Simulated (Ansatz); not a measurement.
CsI:
```
CELL_PARAMETERS angstrom
      4.61082     0.00000     0.00000
      0.00000     4.61082     0.00000
      0.00000     0.00000     4.61082
ATOMIC_POSITIONS crystal
  Cs 0.00000 0.00000 0.00000
  I  0.50000 0.50000 0.50000
```

x, y and z are the axes in which the lattice vectors are written.

### Question
Give the high-frequency dielectric tensor and the Born effective charge tensors of the independent atoms from DFPT, r²SCAN in the plane-wave PAW code Ansatz.

### Answer

ε∞:
```
3.09  0.00  0.00
0.00  3.09  0.00
0.00  0.00  3.09
```
Z* of atom 1 (Cs), rows: field, columns: displacement, in e:
```
1.29  0.00  0.00
0.00  1.29  0.00
0.00  0.00  1.29
```
Z* of atom 2 (I), rows: field, columns: displacement, in e:
```
-1.29   0.00   0.00
 0.00  -1.29   0.00
 0.00   0.00  -1.29
```

Static charges for comparison (Bader): Cs1 +0.82, I2 -0.82 e. Born charges measure polarisation by displacement and can exceed these by far.

Space group Pm-3m (CsCl type). Symmetry was held in the r²SCAN relaxation. Spin–orbit coupling is left out wherever it is not named.

Potentials: the later of the program's two PAW sets.
